Platinum disulfide is a stack of sheets. In each sheet a plane of platinum lies between two planes of sulfur, and neighbouring sheets meet sulfur to sulfur across a gap that no Pt–S bond crosses. The table gives the stress that five hybrid functionals, which mix exact exchange into a density functional, find for one and the same arrangement of atoms.

Ansatz 0.2.0, hybrid density functional theory with plane waves and PAW potentials, for bulk PtS2 with cell and atoms fixed at the r2SCAN-rVV10 geometry. All rows use a 6×6×4 k mesh and fixed occupations, without spin polarisation or spin–orbit coupling. Pressure and stress are positive in compression.

```csv
functional,wave cutoff,pressure (GPa),stress xx (GPa),stress zz (GPa)
DDH-PBE0,420 eV,2.500,2.800,2.000
HSE06,420 eV,-1.000,-1.400,-0.100
PBE0,420 eV,-1.000,-1.500,-0.100
r2SCAN0,500 eV,-2.300,-3.000,-0.800
r2SCANh,500 eV,-0.100,-0.500,0.500
```

A positive stress means that the crystal pushes to expand in that direction, a negative one that it pulls to contract. Stress xx and stress yy lie in the sheet and are equal by symmetry; stress zz acts along the stacking direction. The pressure is the average of the three.

The atoms were not moved to suit each functional, so each calculation leaves a force on the sulfur atoms. The force acts along the stacking direction and has the same size $F$ on both sulfurs of a sheet:

| functional | $F$ (eV/Å) |
|---|---|
| DDH-PBE0 | 0.046 |
| HSE06 | 0.378 |
| PBE0 | 0.383 |
| r2SCAN0 | 0.434 |
| r2SCANh | 0.203 |

The forces have the same sense in all five rows. Take them as pointing inward, towards the platinum plane; part (b) tests this choice.

**(a) What happens to the atoms when the crystal is stretched slightly along the stacking direction? Use the answer to find how much stress zz changes for each eV/Å of inward force on sulfur.**

*Solution.* A uniform stretch does two things at once. It makes every sheet thicker, because each sulfur rises away from its platinum plane, and it moves the sheets apart. The energy change is the sum of these two motions, so the stress also has two parts.

Let $h$ be the height of sulfur above the platinum plane and $V$ the volume of the cell, which holds one platinum and two sulfurs. If sulfur is pulled inward, lifting it costs energy, and the crystal resists the stretch. This gives a negative, contracting part of the stress. The other part, called here the layer push $P$, is the stress with which the sheets would drive each other apart if each were perfectly rigid. Together,

$$\sigma_{zz} = P - \frac{2Fh}{V}.$$

The factor 2 counts the two sulfurs. For fully converged forces and stresses this division is exact, whatever the bonding.

The slope follows from geometry alone. Each sulfur sits above the centre of a triangle of platinum atoms with side 3.553 Å, and its bonds are 2.389 Å long. Pythagoras gives

$$h=\sqrt{2.389^2-\frac{3.553^2}{3}}\approx 1.22\ \text{Å}.$$

The volume is $3\times18.66\approx56$ Å³, and 1 eV/Å³ equals 160 GPa. Hence $2h/V$ is $2\times1.22/56\times160\approx7$ GPa for each eV/Å. A force of a tenth of an eV/Å, which looks harmless in a list of forces, thus shifts the stacking stress by 0.7 GPa.

**(b) Suppose that the layer push is the same for all five functionals. Find its value, estimate stress zz for DDH-PBE0 and for r2SCANh, and judge the rule over the whole table.**

*Solution.* The assumption has a physical reason. The layer push arises where the sulfur planes of two sheets face each other, and the width of that gap is the same in every row. A change of functional should alter the strong bonds inside the sheet more than the weaker contact between sheets.

To obtain $P$, add the part due to the sulfur force back to the computed stress zz. For PBE0 this gives $-0.1+7\times0.383\approx2.6$ GPa. The average over the five rows is 2.3 GPa, and it is the only constant taken from the computed stresses. The rule of thumb is therefore

$$\sigma_{zz}\ \text{(GPa)}\approx 2.3-7F\ \text{(eV/Å)}.$$

The force $F$ must itself come from a calculation; part (c) gives a typical value for hybrids with one quarter exact exchange.

For DDH-PBE0 the estimate is $2.3-7\times0.046\approx2.0$ GPa, which agrees with the computed value. The sulfur atoms are almost free of force here, so the layer push stands nearly alone.

For r2SCANh the estimate is $2.3-7\times0.203\approx0.9$ GPa, while the calculation gives 0.5 GPa. The sign is right, but the miss of 0.4 GPa is the largest in the table. Both worked rows entered the average, so neither is an independent test.

Over the five rows the typical (root-mean-square) miss is 0.24 GPa. It rises to 0.30 GPa when each row is estimated with a layer push averaged over the other four. Guessing the mean stress zz for every row would miss by 0.94 GPa. The force on sulfur thus accounts for most of the variation, though not for differences of a few tenths of a GPa. The stresses themselves are only loosely converged, and the wave cutoff differs between the PBE-based and the r2SCAN-based rows. Both are further reasons not to read much into such small differences.

The same numbers test the direction of the forces. With inward forces the layer push varies by 0.7 GPa over the table. With outward forces it would vary by 5.5 GPa and turn into a strong attraction in most rows, although the gap is the same throughout. The inward direction is the one that makes physical sense.

The result also shows that a small stress need not mean a crystal at rest. In HSE06 and PBE0, stress zz is only $-0.1$ GPa, but it is the difference between a layer push of about 2.6 GPa and an almost equal pull from the sulfur atoms. By the rule, the two balance when $F$ is near $2.3/7\approx0.33$ eV/Å.

Why do the sheets repel each other at all? Real sheets of this kind are held together largely by dispersion, the weak attraction between fluctuating electron clouds. The cell was taken from a calculation that includes this attraction, whereas the five functionals here have no dispersion term. At that spacing the repulsion between filled sulfur shells then lacks its full counterweight. This is the standard explanation for layered crystals; a direct test would add a dispersion term to one of the five and watch the push shrink.

**(c) Why does the force on sulfur differ between functionals? Use the reason to give one common estimate of stress zz for the hybrids with one quarter exact exchange, and say where the rule stops being useful.**

*Solution.* Compare r2SCANh with r2SCAN0. They are built from the same density functional, but the first has one tenth exact exchange and the second one quarter. The inward force roughly doubles, and stress zz falls from 0.5 to $-0.8$ GPa. Stress xx falls as well, from $-0.5$ to $-3.0$ GPa, so the whole sheet wants to become smaller.

The usual explanation starts from an error of ordinary density functionals: an electron partly repels itself. This spreads the electron clouds too widely, and filled shells on neighbouring atoms overlap too much. Exact exchange removes part of the error, the clouds draw in, and platinum and sulfur can come closer. Since the Pt–S bonds run obliquely, a bond that wants to shorten pulls both along the sheet and across it. The table shows the stronger inward pull; the account in terms of electron clouds is theory.

DDH-PBE0 fits the same picture. Its share of exact exchange is set by the dielectric constant of the material, and its band gap is about half that of PBE0, which points to a smaller share. Its sulfur atoms are pulled inward much less, and it has the highest stress in every direction.

HSE06 and PBE0 show which part of exact exchange matters. Both use one quarter, but HSE06 keeps it only at short range. Their forces on sulfur and their stresses are practically the same, although their band gaps differ by 0.6 eV. A likely reason is that the long-range part, which HSE06 leaves out, varies only slowly over a bond of 2.4 Å and so changes the forces little, whereas the gap does depend on it. A larger gap is therefore no sure sign of a stronger pull on the atoms.

This gives one common estimate for such hybrids. The three functionals with one quarter exact exchange have forces near 0.4 eV/Å, so the rule gives $2.3-7\times0.4=-0.5$ GPa. The computed values are $-0.1$ GPa for HSE06 and PBE0 and $-0.8$ GPa for r2SCAN0. The estimate lies on the right side of zero for all three, with an error of up to 0.4 GPa. The same rows supplied the force and helped to set the constant, so this is a summary of the table and not a tested prediction.

If stress xx is already known, there is a closer route. A least-squares straight line through all five rows gives

$$\sigma_{zz}\approx0.65+0.49\,\sigma_{xx}\quad\text{(GPa)},$$

with a typical miss of 0.05 GPa. The line has two fitted constants, and its slope is less well understood than the force rule. If only the lengths of the Pt–S bonds mattered, geometry would make the slope 0.71. The bonds thus explain why the two stresses rise and fall together, but not the exact proportion.

The force rule seems to overstate the effect of adding exact exchange to one and the same density functional. From r2SCANh to r2SCAN0 the sulfur force alone would lower stress zz by 1.6 GPa, but the computed drop is 1.3 GPa. The step from DDH-PBE0 to PBE0 is overstated by a similar amount. Either the layer push rises a little with exact exchange, or the loose convergence of the stresses shows here; the table cannot tell which.

The rule also belongs to this one cell. If the sulfur atoms are allowed to move, $F$ vanishes, but stress zz does not simply become 2.3 GPa: sulfur that moves inward also widens the gap between the sheets, which should weaken the layer push. Nor can an equilibrium size be read from the pressure alone. In r2SCANh the pressure is close to zero, yet the crystal pulls inward along the sheet and pushes outward along the stack. For a layered material it is safer to look at the stress in each direction, and at the forces on the atoms, before calling a structure relaxed.
